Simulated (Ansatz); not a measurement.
The calculation used DFT PBE, scalar-relativistic, plane waves, PAW in Ansatz. Settings: cutoff 420 eV, Γ-centred meshes spaced at most about 0.3 Å⁻¹, and about 0.25 Å⁻¹ or finer for metals (2π included), Gaussian smearing. Cells run with spin keep no moment; the others have no spin polarisation.

All energies are static (0 K, no zero-point motion).

**Question.** Which of these relaxed structures of Si₇Mo is the lowest in energy?
A.

Space group Amm2 (No. 38). a = 6.523 Å, b = 7.529 Å, c = 5.172 Å, α = 90.00°, β = 90.00°, γ = 90.00°
| atom | site | symmetry | x | y | z |
| --- | --- | --- | --- | --- | --- |
| Si | 8f | 1 | 0.1883 | 0.7341 | 0.6103 |
| Si | 2b | mm2 | 0.5000 | 0.0000 | 0.8260 |
| Si | 4e | m.. | 0.5000 | 0.8436 | 0.3556 |
| Mo | 2a | mm2 | 0.0000 | 0.0000 | 0.8370 |

B.

Space group C222 (No. 21). a = 4.915 Å, b = 5.478 Å, c = 9.220 Å, α = 90.00°, β = 90.00°, γ = 90.00°
```tsv
atom	site	symmetry	x	y	z
Si	8l	1	0.7529	0.0347	0.7486
Si	2a	222	0.0000	0.0000	0.0000
Si	4k	..2	0.2500	0.2500	0.5379
Mo	2b	222	0.5000	0.0000	0.0000
```

C.

Space group P-6m2 (No. 187). a = 3.671 Å, b = 3.671 Å, c = 10.990 Å, α = 90.00°, β = 90.00°, γ = 120.00°
| atom | site | symmetry | x | y | z |
| --- | --- | --- | --- | --- | --- |
| Si | 2g | 3m. | 0.0000 | 0.0000 | 0.2553 |
| Si | 2h | 3m. | 0.3333 | 0.6667 | 0.6258 |
| Si | 1c | -6m2 | 0.3333 | 0.6667 | 0.0000 |
| Si | 2i | 3m. | 0.6667 | 0.3333 | 0.1258 |
| Mo | 1b | -6m2 | 0.0000 | 0.0000 | 0.5000 |

**Answer.** C. The next of these, B, lies 60 meV/atom higher. Counting Si atoms around Mo (those within 1.25 times the shortest such distance or 1.15 times the sum of covalent radii, 1.27 where that leaves under three): C has Mo 8; B has Mo 8; A has Mo 8. C holds Si–Si nets (shortest 2.49 Å); B holds Si–Si bonds in all directions (shortest 2.36 Å); A holds Si–Si bonds in all directions (shortest 2.36 Å). All come from invented guesses. The lowest form computed isn't among them: it has space group P4/mmm (No. 123), 14.2 Å³/atom and lies 18 meV/atom below the best shown. Even the lowest of the cells shown lies +0.20 eV/atom against the elements.

Cells relaxed within their symmetry can be saddle points. Some candidate types were left out of the draw beforehand, so a known form may be missing.
